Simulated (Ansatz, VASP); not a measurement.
## Rh in VASP and in Ansatz

```xyz
3
Lattice="4.3663 0.0000 0.0000 -2.1832 3.7814 0.0000 0.0000 0.0000 2.6804" Properties=species:S:1:pos:R:3 pbc="T T T"
Rh    0.0000    0.0000    0.0000
Rh    0.0000    2.5209    1.3402
Rh    2.1832    1.2605    1.3402
```

Alike in both runs: functional RPBE; k mesh 9 × 9 × 12; occupations fermi-dirac, width 0.1 eV; no spin polarisation.

Ansatz relaxed the structure, and its values are those at the end. VASP's run is a single point on that final structure, the one shown.

```csv
,VASP,Ansatz
version,VASP 6.6.1,Ansatz 0.2.0
potentials or method,"VASP PAW PBE potentials, release 64 (Rh_pv)","plane waves (420 eV) with PAW, scalar-relativistic"
plane-wave cutoff (eV),520,420
valence electrons in the cell,45,51
```

```tsv
	VASP	Ansatz	Ansatz less VASP
pressure (GPa)	0.1	0.0	-0.10
```

The two sets of potentials don't hold the same shells in valence.

Caveats: the PAW data sets were made with another functional, which shifts forces and pressure a little (VASP).
